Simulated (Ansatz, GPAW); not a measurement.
Given: the input of a run of GPAW 26.7.0 (ASE script) on AlNi. The cell comes from a database or a generator and needn't be the stable form of this composition.

run.py

```python
from ase import Atoms
from ase.dft.bandgap import bandgap
from ase.io import write
from ase.units import GPa
from gpaw import GPAW, PW, setup_paths

setup_paths.insert(0, '.')

atoms = Atoms(['Ni', 'Al'],
              cell=[[1.938694, -1.95319015, 0.0],
                    [1.938694, 1.95319015, 0.0],
                    [0.0, 0.0, 3.0994300413]],
              scaled_positions=[[0.5, 0.5, 0.5],
                                [0.0, 0.0, 0.0]],
              pbc=True)
atoms.set_initial_magnetic_moments([1.0, 0.0])

calc = GPAW(mode=PW(600),
            xc='PBEsol',
            kpts={'size': (10, 10, 9), 'gamma': True},
            occupations={'name': 'fermi-dirac', 'width': 0.05},
            nbands=20,
            convergence={'density': 1e-05, 'energy': 1e-05},
            maxiter=150,
            txt='gpaw.txt')
atoms.calc = calc
energy = atoms.get_potential_energy()
forces = atoms.get_forces()
stress = atoms.get_stress()
calc.write('gs.gpw')
write('result.traj', atoms)
print(f'Energy: {energy:.6f} eV')
print('Forces (eV/A):')
print(forces.round(4))
print('Stress (GPa):', (stress / GPa).round(3))
print('Moments:', calc.get_magnetic_moments().round(3))
print('Fermi level:', round(calc.get_fermi_level(), 4), 'eV')
print(f'Gap: {bandgap(calc)[0]:.4f} eV, direct: {bandgap(calc, direct=True)[0]:.4f} eV')
```

Potentials or basis: PAW data sets generated in the run's folder for this functional, pw.

Command:

```console
$ gpaw-setup -f PBEsol Al Ni
$ OMP_NUM_THREADS=1 python run.py
```

Task: What does the same run look like in Ansatz 0.2.0? Potentials or basis there: all-electron LAPW, scalar-relativistic.

Result: As run (cutoffs and basis follow the program's own potentials, and thresholds, step limits or extra output files can differ):

The input input.yaml:

```yaml
crystal:
  lattice:
    - [1.938694, -1.95319015, 0.0]
    - [1.938694, 1.95319015, 0.0]
    - [0.0, 0.0, 3.0994300413]
  atoms:
    - { symbol: Ni, position: [0.5, 0.5, 0.5], spin: 1.0 }
    - { symbol: Al, position: [0.0, 0.0, 0.0] }
kpoints:
  mp_grid: { grid: [10, 10, 9] }
scf:
  occupations: { method: fermi_dirac, width: 0.05 }
hamiltonian:
  xc: pbesol
  pseudopotentials: { kind: all_electron, lapw: { basis_error: 0.001 } }
magnetization:
  spin_polarized: true
output:
  forces: true
  stress: true
  eigenvalues: true
  populations: true
```

Potentials or basis: all-electron LAPW, scalar-relativistic.

Command:

```bash
$ ansatz run input.yaml --threads 2 --pin off --max-ram 6144MiB --backend cpu --events-out ev --progress --plain --runs-dir out
```

Both were run:

|  | GPAW | Ansatz |
| --- | --- | --- |
| Pressure | 1.7 GPa | 0.4 GPa |
| Net moment | 0.00 μB per cell | 0.00 μB per cell |

Where Ansatz's input types no cutoff or centring, it takes its own default and a Γ-centred mesh.

The magnetic state is the one that the start led to; the real crystal's order can differ.

Pressure is positive in compression.
